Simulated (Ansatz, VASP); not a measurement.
Given: the input of a run of VASP 6.6.1 on PtSe2 (Sudovikovite).

The input INCAR:

```
  ALGO = Normal
  EDIFF = 1E-6
  ENCUT = 520
  GGA = RP
  ISIF = 2
  ISMEAR = -1
  LASPH = T
  LCHARG = T
  LELF = T
  LREAL = F
  LVHAR = T
  LWAVE = F
  NBANDS = 18
  NELM = 80
  PREC = Accurate
  SIGMA = 0.05
```

The input KPOINTS:

```
k-points
0
Gamma
  8 8 5
```

Contents of POSCAR:

```
PtSe2
1.0
    3.7486629704      0.0000000000      0.0000000000
   -1.8743314852      3.2464373626      0.0000000000
    0.0000000000      0.0000000000      5.0955241558
Pt Se
1 2
Direct
    0.0000000000      0.0000000000      0.0000000000
    0.6666666667      0.3333333333      0.7500000000
    0.3333333333      0.6666666667      0.2500000000
```

Potentials or basis: VASP PAW PBE potentials, release 64 (Pt, Se).

Command:

```sh
$ cat potpaw_PBE.64/Pt/POTCAR potpaw_PBE.64/Se/POTCAR > POTCAR
$ mpirun -np 1 vasp_std > vasp.out
```

Question: Translate it to Ansatz 0.2.0. Potentials there: Ansatz PAW.

Answer: As run (the cutoff follows the program's own potentials):

File input.yaml:

```yaml
crystal:
  lattice:
    - [3.7486629704, 0.0, 0.0]
    - [-1.8743314852, 3.2464373626, 0.0]
    - [0.0, 0.0, 5.0955241558]
  atoms:
    - { symbol: Pt, position: [0.0, 0.0, 0.0] }
    - { symbol: Se, position: [0.6666666667, 0.3333333333, 0.75] }
    - { symbol: Se, position: [0.3333333333, 0.6666666667, 0.25] }
hamiltonian:
  xc: rpbe
  pseudopotentials: { kind: paw }
kpoints:
  mp_grid: { grid: [8, 8, 5] }
scf:
  occupations: { method: fermi_dirac, width: 0.05 }
output:
  forces: true
  stress: true
  eigenvalues: true
```

Potentials or basis: Ansatz PAW.

The run is started by

```bash
$ ansatz run input.yaml --threads 2 --pin off --max-ram 5120MiB --backend cpu --events-out ev --progress --plain --runs-dir out
```

Both were run:

|  | VASP | Ansatz | Ansatz less VASP |
| --- | --- | --- | --- |
| gap on the k mesh at the Fermi level (eV) | none | none | - |
| pressure (GPa) | 6.9 | 7.0 | +0.05 |
| largest component of the traceless stress (GPa) | 0.58 | 0.58 | +0.001 |
| rms of the force components (eV/Å) | 0.186 | 0.185 | -0.0008 |

Atom by atom the forces differ by 0.001 eV/Å (rms over components). A gap of «none» marks a metal or a gap that the smearing closes. The two sets of potentials don't hold the same shells in valence.

Caveats: the PAW data sets were made with another functional, which shifts forces and pressure a little (VASP); the PAW data sets come from PBE, with cores solved anew for the run's functional, which leaves a small shift of forces and pressure (Ansatz). Spin-orbit coupling is left out, which matters for the levels of Pt.
